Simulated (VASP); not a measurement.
Input of a VASP 6.6.1 run:

INCAR

```
SYSTEM = SnTe
PREC     = Accurate       ! precision mode
ENCUT    = 520            ! plane-wave cutoff, eV
EDIFF    = 1E-6           ! SCF threshold, eV
ISMEAR   = 0              ! smearing method
SIGMA    = 0.001          ! smearing width, eV
LREAL    = .FALSE.        ! projectors in reciprocal space
LASPH    = .TRUE.         ! aspherical terms in the spheres
NELM     = 100            ! most SCF steps
ALGO     = Normal         ! electronic algorithm
ISIF     = 2              ! what is computed and relaxed
LWAVE    = .FALSE.        ! write WAVECAR
LCHARG   = .TRUE.         ! write CHGCAR
GGA      = PE             ! functional
LELF     = .TRUE.         ! ELF
LVHAR    = .TRUE.       
NBANDS   = 28             ! bands
```

The input KPOINTS:

```
Automatic mesh
0
G
  6 6 2
  0 0 0
```

File POSCAR:

```
SnTe
1.0
    4.3938400123      0.0000000000      0.0000000000
   -2.1969200062      3.8051770708      0.0000000000
    0.0000000000      0.0000000000      7.8704071153
Sn Te
2 2
Direct
    0.0000000000      0.0000000000      0.0000000000
    0.0000000000      0.0000000000      0.5000000000
    0.3333333333      0.6666666667      0.2500000000
    0.6666666667      0.3333333333      0.7500000000
```

Potentials or basis: VASP PAW PBE potentials, release 64 (Sn_d, Te).

Command:

```console
$ cat potpaw_PBE.64/Sn_d/POTCAR potpaw_PBE.64/Te/POTCAR > POTCAR
$ mpirun -np 1 vasp_std > vasp.out
```

Question: Estimate the pressure.

Answer: 0.8 GPa.

Question: What does it give for the band gap on the k mesh?

Answer: None (metal or under the smearing width).

Stress tensor (GPa, compression positive):
```
0.89 0.00 0.00
0.00 0.89 0.00
0.00 0.00 0.55
```

Caveat: the k mesh is coarse (spacing up to 0.40 Å⁻¹), so the values aren't converged. The run has no spin-orbit coupling, so splittings on Te are missing.
